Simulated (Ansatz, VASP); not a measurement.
# Nb: VASP beside Ansatz

Contents of INCAR:

```
SYSTEM = Nb
  ALGO = Fast
  EDIFF = 1E-7
  ENCUT = 520
  GGA = PE
  ISIF = 2
  ISMEAR = 0
  LASPH = .True.
  LCHARG = .False.
  LREAL = .False.
  LWAVE = .False.
  NBANDS = 62
  NELM = 60
  PREC = Accurate
  SIGMA = 0.1
```

Contents of KPOINTS:

```
k-points
0
Gamma
  4 4 4
  0 0 0
```

File POSCAR:

```
Nb
1.0
    5.2900020448      0.0000000000      0.0000000000
    0.0000000000      5.2900020448      0.0000000000
    0.0000000000      0.0000000000      5.2900020448
Nb
8
Direct
    0.5000000000      0.5000000000      0.5000000000
    0.0000000000      0.0000000000      0.0000000000
    0.2500000000      0.0000000000      0.5000000000
    0.5000000000      0.2500000000      0.0000000000
    0.5000000000      0.7500000000      0.0000000000
    0.7500000000      0.0000000000      0.5000000000
    0.0000000000      0.5000000000      0.7500000000
    0.0000000000      0.5000000000      0.2500000000
```

Input for Ansatz:

```yaml
crystal:
  lattice:
    - [5.2900020448, 0.0, 0.0]
    - [0.0, 5.2900020448, 0.0]
    - [0.0, 0.0, 5.2900020448]
  atoms:
    - { symbol: Nb, position: [0.5, 0.5, 0.5] }
    - { symbol: Nb, position: [0.0, 0.0, 0.0] }
    - { symbol: Nb, position: [0.25, 0.0, 0.5] }
    - { symbol: Nb, position: [0.5, 0.25, 0.0] }
    - { symbol: Nb, position: [0.5, 0.75, 0.0] }
    - { symbol: Nb, position: [0.75, 0.0, 0.5] }
    - { symbol: Nb, position: [0.0, 0.5, 0.75] }
    - { symbol: Nb, position: [0.0, 0.5, 0.25] }
basis:
  ecutwfc: 420
kpoints:
  mp_grid: { grid: [4, 4, 4] }
hamiltonian:
  xc: pbe
scf:
  occupations: { method: gaussian, width: 0.1 }
  lower_state_search: "off"
output:
  forces: true
  stress: true
  eigenvalues: true
```

Alike in both runs: task single point; functional PBE; k mesh 4 × 4 × 4; occupations gaussian, width 0.1 eV; no spin polarisation.

|  | VASP | Ansatz |
| --- | --- | --- |
| version | VASP 6.6.1 | Ansatz 0.2.0 |
| potentials or method | VASP PAW PBE potentials, release 64 (Nb_sv) | scalar-relativistic, plane waves, PAW |
| plane-wave cutoff (eV) | 520 | 420 |
| valence electrons in the cell | 104 | 104 |

Ansatz gave:

- gap on the k mesh at the Fermi level (eV): none
- pressure (GPa): 0.8

**Question.** Which values does VASP return?

**Answer.** gap on the k mesh at the Fermi level (eV): none; pressure (GPa): 0.5.

A gap of «none» marks a metal or a gap that the smearing closes.
